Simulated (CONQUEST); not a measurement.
AgCl under changes of volume

One of the cells (20.247 Å³/atom); the others are scaled copies at fixed shape and fractional positions:

```
Ag Cl
1.0
     3.43397    0.00000    0.00000
     0.00000    3.43397    0.00000
     0.00000    0.00000    3.43397
Ag Cl
1 1
Direct
  0.00000 0.00000 0.00000
  0.50000 0.50000 0.50000
```

Measurements of this composition are mostly on another form, of space group No. 225.

```yaml
Program: CONQUEST 1.3
Functional: PBE
Potentials_or_basis: PseudoDojo NC PBE, DZP, grid of 36 × 36 × 36 points
k_mesh: 8 × 8 × 8
Occupations: fermi-dirac, width 0.05 eV
Spin: no spin polarisation
```

```csv
volume (Å³/atom),energy over the lowest point (meV/atom),pressure (GPa),gap on the mesh (eV)
19.032,18.17,4.2,0.73
19.437,9.02,3.1,0.71
19.842,2.70,1.9,0.70
20.247,0.00,0.4,0.69
20.652,0.17,-0.5,0.68
21.057,?,?,?
21.462,5.92,-1.5,0.67
```

**Question.** What does the run at 21.057 Å³/atom give?

**Answer.** Energy over the lowest point 2.36 meV/atom; pressure -1.3 GPa; gap on the mesh 0.68 eV.

Worked out: A Birch-Murnaghan fit of order 3 (a polynomial in V^(-2/3)) to the other rows has its minimum at 20.47 Å³/atom with B0 = V·E''(V) = 47 GPa (rough, since the energies scatter). It gives 2.05 meV/atom at 21.057 Å³/atom, against the run's 2.36, and -dE/dV = -1.2 GPa, against -1.3. A straight line through the other rows of the gap, of slope -0.487 eV per unit of ln V, gives 0.67 eV, against the run's 0.68.

Energies are extrapolated to zero smearing.

Caveats: the basis of atomic orbitals isn't converged, which shifts pressures, moduli and gaps.

A mesh can miss the band edges. Spin-orbit coupling on Ag is left out.
